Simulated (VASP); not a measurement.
**HfC: single point with PBE**

HfC:

```
Hf C
1.0
     0.00000    2.32500    2.32500
     2.32500    0.00000    2.32500
     2.32500    2.32500    0.00000
Hf C
1 1
Direct
  0.50000 0.50000 0.50000
  0.00000 0.00000 0.00000
```

| Item | Value |
| --- | --- |
| Program | VASP 6.6.1 |
| Task | single point |
| Functional | PBE |
| Potentials or basis | VASP PAW PBE potentials, release 64 (Hf_pv, C) |
| Cutoff | 520 eV |
| k mesh | 10 × 10 × 10 |
| Occupations | gaussian, width 0.1 eV |
| Spin | no spin polarisation |
| Further INCAR settings | ALGO = Fast; EDIFF = 1e-07; NBANDS = 14 |

| Property | Result |
| --- | --- |
| Pressure | -0.4 GPa |
| Band gap on the k mesh | none (metal or under the smearing width) |

Levels at points of the mesh, in eV from the Fermi level:
```tsv
k point	band 3	band 4	band 5	band 6	band 7	band 8	band 9	band 10	band 11	band 12
(0.00, 0.00, 0.00)	-29.61	-12.34	0.96	0.96	0.96	1.36	1.36	1.36	3.36	3.36
(0.50, 0.00, 0.00)	-29.68	-8.60	-6.17	-3.02	-3.02	5.28	5.28	5.75	6.52	11.36
(0.50, 0.50, 0.00)	-29.84	-10.45	-2.62	-1.81	-0.13	-0.13	5.27	6.70	6.70	8.40
```

Run time: 8.7 s on 1 thread of AMD EPYC 9R45 96-Core Processor (Zen 5) (shared host), peak memory 0.12 GiB.

The run has no spin-orbit coupling, so splittings on Hf are missing.
